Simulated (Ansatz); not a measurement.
Consider the ligand exchange at the Al–N bond: `NC[SiH2][NH][AlH2]` + `N=C(N)O` → `N=C(O)[NH][AlH2]` + `NC[SiH2]N`.

Gas-phase electronic energies from Ansatz, PBE0-D4/def2-TZVP geometries. CCSD(T)/CBS is the MP2 limit (def2-TZVPP, def2-QZVPP) plus CCSD(T) − MP2 in def2-TZVPP, frozen cores. Each species was taken in one conformer, which may not be the lowest.

`NC[SiH2][NH][AlH2]`:

Cartesian coordinates in Å:
```
N 2.054 -0.199 1.671
C 1.492 -0.105 0.329
Si -0.246 0.612 0.433
N -1.076 0.604 -1.086
Al -2.425 -0.424 -1.628
H 3.011 -0.526 1.653
H 1.527 -0.851 2.238
H 1.471 -1.051 -0.237
H 2.101 0.590 -0.260
H -1.041 -0.232 1.369
H -0.154 1.994 0.981
H -0.750 1.299 -1.746
H -2.966 -1.529 -0.634
H -2.998 -0.181 -3.084
```

`N=C(N)O`:

```xyz
8

N    -0.267    0.989    0.914
C    -0.051    0.110    0.025
N    -0.328   -1.209    0.224
O     0.429    0.291   -1.233
H    -0.077    1.931    0.590
H    -0.493   -1.466    1.181
H     0.168   -1.871   -0.346
H     0.619    1.225   -1.356
```

`N=C(O)[NH][AlH2]`:

```xyz
10

N    -0.339    1.671    0.310
C    -0.686    0.467    0.505
O    -1.773    0.208    1.263
N    -0.112   -0.699    0.051
Al    1.336   -0.916   -0.984
H     0.488    1.747   -0.271
H    -2.107    1.072    1.535
H    -0.622   -1.509    0.378
H     2.105    0.371   -1.476
H     1.712   -2.412   -1.312
```

`NC[SiH2]N`:

```xyz
12

N    -0.105    1.416    0.861
C     0.745    0.227    0.780
Si    0.298   -0.716   -0.783
N    -1.371   -1.097   -0.649
H     0.033    1.908    1.735
H     0.124    2.067    0.119
H     0.509   -0.428    1.625
H     1.827    0.428    0.827
H     1.083   -1.973   -0.920
H     0.663    0.152   -1.951
H    -1.959   -0.364   -0.278
H    -1.847   -1.620   -1.366
```

```
             species  CCSD(T)/CBS(def2) energy (Eh)
`NC[SiH2][NH][AlH2]`                     -684.01212
           `N=C(N)O`                     -225.03467
  `N=C(O)[NH][AlH2]`                     -467.67634
         `NC[SiH2]N`                     -441.37230
```

Q: Work out ΔE.

A: ΔE = (-467.67634) + (-441.37230) − (-684.01212) − (-225.03467) = -0.00185 Eh = -0.05 eV.

Largest T1 diagnostic among the species: 0.014.
